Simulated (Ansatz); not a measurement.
## Li: stiffness from a series of strains

```xyz
1
Lattice="0.0000 2.2020 2.2020 2.2020 0.0000 2.2020 2.2020 2.2020 0.0000" Properties=species:S:1:pos:R:3 pbc="T T T"
Li    0.0000    0.0000    0.0000
```

The conventional cell has a = 4.404 Å, b = 4.404 Å, c = 4.404 Å, α = 90.00°, β = 90.00°, γ = 90.00°. Around Li (atom 1) lie 12 Li at 3.11 Å.

The cell is COD entry 9008473, as deposited and not checked against the literature; nothing was relaxed.

Computed with DFT, PBE, all-electron LAPW, scalar-relativistic in Ansatz 0.2.0.

Settings: a Γ-centred 13×13×13 k mesh, Fermi–Dirac smearing of 0.08 eV, basis error target 0.25 meV/atom, no spin polarisation.

The strain is applied along the Cartesian axes of the cell as listed (the other components stay zero). Fractional coordinates are held (clamped ions).

σ is the change of stress from the unstrained cell, which is at -0.67 GPa; tension is positive, so slopes are stress–strain coefficients at that pressure. In a metal the k mesh adds noise.

Only quantities that a quadratic follows smoothly over the whole series are listed; rougher ones are left out.

```
    εzz  σzz (GPa)  σxx (GPa)
-0.0300      -0.39      -0.36
-0.0200      -0.25      -0.24
-0.0100      -0.12      -0.12
 0.0000       0.00       0.00
 0.0200       0.22       0.22
 0.0300       0.33       0.32
```

(1) Fit the series and read off the stiffness at zero strain.

(2) One run, at εzz = 0.0100, is withheld. Predict its row.

Results:

(1) Least-squares fits y = p0 + p1 x + p2 x² to the rows give σzz (GPa): p1 = 11.9, p2 = -34; σxx (GPa): p1 = 11.4, p2 = -20. So C11 = 12 GPa and C12 = 11 GPa, which gives B = (C11 + 2 C12)/3 = 11 GPa.

(2) The fits give 0.12, 0.11; the run gave 0.11, 0.11.
